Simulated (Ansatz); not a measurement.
## A series in volume per atom on HfC

All results are calculated (Ansatz 0.2.0). Periodic Kohn-Sham DFT of a crystal at fixed atoms; pressure and stress are positive in compression; the energy is the free energy less that of spherical unpolarised free atoms; site moments are those in the method's own spheres, positive along +z.

Cell of the first row (space group Fm-3m, No. 225):
```
HfC
1.0
      0.0000     2.2775     2.2775
      2.2775     0.0000     2.2775
      2.2775     2.2775     0.0000
Hf C
1 1
Direct
  0.50000 0.50000 0.50000
  0.00000 0.00000 0.00000
```

Settings of every row: method frozen-core PAW; functional PBE; relativity scalar; k mesh 15x15x15; filling fermi-dirac; smearing width 0.05 eV; wave cutoff 420 eV; paw set soft_2.

Atom start moment: 0 on all atoms.

Limits: no spin-orbit coupling on heavy atoms.

| row | volume per atom (Å³) | pressure (GPa) |
| --- | --- | --- |
| 1 | 11.814 | 16.578 |
| 2 | 12.442 | 2.605 |
| 3 | 12.568 | ? |
| 4 | 12.694 | -2.084 |
| 5 | 13.322 | -11.975 |

Question: what pressure should row 3 give?

Worked fit of pressure. Take u = (V_r/V)^(2/3) − 1 with V_r = 12.568 Å³ an atom, which is twice the finite (Eulerian) strain; such expansions in the strain, on which the Birch-Murnaghan equation of state is built, carry the rest volume and the bulk modulus. The shown rows have u = 0.04211, 0.00674, -0.00663, -0.0381. Least squares give pressure = 0.2023 + 352.463 × u + 863.73 × u² GPa; a straight line predicts inner rows, each left out in turn, worse (root mean square 0.91 against 0.025 GPa). The rows lie off it by 0.002, -0.012, 0.013, -0.002 (root mean square 0.009 GPa). The pressure vanishes at u = -0.0006, or V = 12.58 Å³ an atom, and there the bulk modulus at fixed shape and fractions is B = −V dP/dV = (2/3)(1 + u) dP/du = 234 GPa. The withheld row has u = 0, so the fit gives 0.2023 + 352.463 × (0) + 863.73 × (0)² = 0.202 GPa.

The calculation gave 0.202 GPa. The fit meets it to the printed digit.
